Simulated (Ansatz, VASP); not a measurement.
## Ru: VASP beside Ansatz

```xyz
2
Lattice="2.6897 0.0000 0.0000 -1.3448 2.3293 0.0000 0.0000 0.0000 4.5586" Properties=species:S:1:pos:R:3 pbc="T T T"
Ru    0.0000    1.5529    1.1397
Ru    1.3448    0.7764    3.4190
```

Alike in both runs: task single point; functional PBEsol; k mesh 18 × 18 × 10; occupations gaussian, width 0.15 eV; no spin polarisation.

```csv
,VASP,Ansatz
version,VASP 6.6.1,Ansatz 0.2.0
potentials or method,"VASP PAW PBE potentials, release 64 (Ru_pv)","scalar-relativistic, plane waves, PAW"
plane-wave cutoff (eV),520,420
valence electrons in the cell,28,32
```

Ansatz gave:

| Property | Result |
| --- | --- |
| gap on the k mesh at the Fermi level (eV) | none |
| pressure (GPa) | -19.5 |
| largest component of the traceless stress (GPa) | 19.22 |

Question: What did VASP give for the same quantities?

Answer: gap on the k mesh at the Fermi level (eV): none; pressure (GPa): -19.7; largest component of the traceless stress (GPa): 19.19.

A gap of «none» marks a metal or a gap that the smearing closes. The two sets of potentials don't hold the same shells in valence. Ansatz warned: «pseudo_functional_mismatch».

Caveats: so large a pressure means that the cell lies far from this level's equilibrium, or that cutoff or potentials fall short (VASP); the potentials were made for another functional, which shifts forces and pressure (VASP).
